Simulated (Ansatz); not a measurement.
Ge in Ansatz: convergence with ecutfock ratio

Ge:

```
Ge
1.0
    -2.57449    2.57449    1.39741
     2.57449   -2.57449    1.39741
     2.57449    2.57449   -1.39741
Ge
2
Cartesian
  0.0000 0.0000 1.3974
  2.5745 0.0000 0.6987
```

This isn't the form of Ge at room conditions, which is diamond.

```yaml
Program: Ansatz 0.2.0
Task: convergence study
Functional: PBE0
Potentials_or_basis: Ansatz PAW
Cutoff: 420 eV
Density_cutoff: 1680 eV
k_mesh: 6 × 6 × 6
Occupations: gaussian, width 0.05 eV
Spin: no spin polarisation
```

These are the settings of the first run; the series varies ecutfock ratio, with any setting tied to it.

Hardware: 2 threads of Intel(R) Xeon(R) Processor @ 2.50GHz (Skylake/Cascade Lake), on a shared host.

```
ecutfock ratio  energy less the tightest run, at zero smearing (meV/atom)  SCF cycles  CPU time (s)  peak memory (GiB)
             1                                                      10.49          27            98               0.94
             2                                                       0.07          27           110                  1
             3                                                       0.00          27           120                1.1
             4                                                       0.00          26           120                1.1
```

Against the tightest run, the energy stays within 1 meV/atom from 2 on. The tightest run that finished is the yardstick and may itself not be fully converged.

Caveat, for the tightest run too: the k mesh is coarse (spacing up to 0.43 Å⁻¹), so the values aren't converged, least of all with exact exchange.
